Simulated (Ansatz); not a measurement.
# Li: the cost of one run

Computed with Ansatz 0.2.0 (DFT PBEsol, scalar-relativistic, plane waves, PAW, unless a step's input says otherwise).

2 further runs of the same task are left out: 2 set aside as unsound or not needed. Runs told in other sessions of the task aren't counted.

## 1. Starting point

It takes space group Cmcm (No. 63, orthorhombic). Conventional cell: a = 4.695 Å, b = 15.676 Å, c = 4.839 Å, α = 90.00°, β = 90.00°, γ = 90.00°.

As a file:

```
CELL_PARAMETERS angstrom
4.83867 0.00000 0.00000
0.00000 4.69499 0.00000
0.00000 0.00000 15.67621
ATOMIC_POSITIONS crystal
Rb 0.25039 0.25000 0.88139
Rb 0.24961 0.75000 0.38139
Rb 0.75039 0.25000 0.61861
Rb 0.74961 0.75000 0.11861
```

It is the result of an earlier relaxation at this level (volume 89.03 Å³/atom; gap on the mesh: none (metal)).

## 2. Rb → Li: the starting cell

Li starts from the relaxed positions of Rb, with all lengths scaled by 0.686, a guess from tabulated radii.

## 3. A first look at the start (Li)

Input file input.yaml:

```yaml
crystal:
  lattice:
    - [3.3200634151, 0.0, 0.0]
    - [0.0, 3.2214739201, 0.0]
    - [0.0, 0.0, 10.7562626449]
  atoms:
    - { symbol: Li, position: [0.2503903352, 0.25, 0.8813886888] }
    - { symbol: Li, position: [0.2496096648, 0.75, 0.3813886888] }
    - { symbol: Li, position: [0.7503903352, 0.25, 0.6186113112] }
    - { symbol: Li, position: [0.7496096648, 0.75, 0.1186113112] }
basis:
  ecutwfc: 420
kpoints:
  mp_grid: { grid: [6, 6, 2] }
hamiltonian:
  xc: pbesol
scf:
  occupations: { method: gaussian, width: 0.1 }
output:
  forces: true
  stress: true
  eigenvalues: true
```

Run with:

```bash
$ ansatz run input.yaml --threads 1 --pin off --max-ram 2560MiB --backend cpu --events-out ev --progress --plain --runs-dir out
```

Q: Estimate wall time and peak memory on 1 thread of Arm Neoverse V2, shared host.

About 1.9 s, with a peak of 0.31 GiB.
